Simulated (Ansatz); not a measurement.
Runs of Ansatz 0.2.0 on MnS. Symmetry: Fm-3m, No. 225, cubic system. The conventional cell has a = 5.209 Å, b = 5.209 Å, c = 5.209 Å, α = 90.00°, β = 90.00°, γ = 90.00°. Around Mn (site symmetry m-3m) lie 6 S at 2.60 Å. S (site symmetry m-3m) has 6 Mn at 2.60 Å as nearest neighbours. 

```tsv
task	level	potentials or basis	cutoff (eV)	smearing	gap on the mesh (eV)	pressure (GPa)	moment (μB)
band structure	PBEsol	all-electron LAPW, inner shells corrected to Dirac's equation	217	fermi-dirac 0.05 eV	-	-7.3	4.69
band structure	PBE	all-electron LAPW, scalar-relativistic	217	fermi-dirac 0.05 eV	-	(b)	4.71
single point	PBE	all-electron LAPW, scalar-relativistic	217	gaussian 0.018 eV	none	-2.8	4.72
band structure	revPBE	all-electron LAPW, scalar-relativistic	216	fermi-dirac 0.05 eV	-	-0.2	(a)
single point	PBE	all-electron LAPW, scalar-relativistic	217	gaussian 0.014 eV	none	-2.8	4.72
```

Alike in all rows: spin collinear, ferromagnetic start; cell as given; k mesh 9 × 9 × 9; basis error allowed 0.001 eV/atom.

Problem. Estimate the missing entries.

Solution. (a) 4.76; (b) -2.9.

Caveats: a cell with one magnetic atom can't hold antiferromagnetic order, which such compounds often take; semilocal functionals often make such compounds metallic where correlation or magnetic order opens a gap, which also shifts bond lengths.

A k mesh can miss the band edges.

A gap of «none» marks a metal or a gap under the smearing width.

Not every run made on this cell is shown here.
